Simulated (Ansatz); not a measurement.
The system is MnO.

```xyz
2
Lattice="0.0000 2.2239 2.2239 2.2239 0.0000 2.2239 2.2239 2.2239 0.0000" Properties=species:S:1:pos:R:3 pbc="T T T"
Mn    0.0000    0.0000    0.0000
O     2.2239    2.2239    2.2239
```

The cell is a database's computed one.

Base run:

| Quantity | Value |
| --- | --- |
| Program | Ansatz 0.2.0 |
| Functional | PBEsol |
| Potentials or basis | all-electron PAW datasets made for the crystal |
| Cutoff | 360 eV (chosen from the basis error) |
| k mesh | 10 × 10 × 10 |
| Occupations | fermi-dirac, width 0.05 eV |
| Spin | collinear spin, ferromagnetic start |
| Starting moments | [4.0, 0.0] μB |

Its results: pressure -7.1 GPa; net moment 4.77 μB per cell; site moments Mn +4.04; O +0.23 μB.

Q: The run is repeated on the same cell with these changes: potentials or basis from all-electron PAW datasets made for the crystal to all-electron LAPW, non-relativistic; cutoff from 360 eV (chosen from the basis error) to 324 eV (chosen from the basis error). What comes out?

A: Pressure -6.5 GPa; net moment 4.77 μB per cell; site moments Mn +4.32; O +0.24 μB.

Caveats: a cell with one magnetic atom can't hold antiferromagnetic order, which such compounds often take.

The runs don't all hold the same shells in valence.
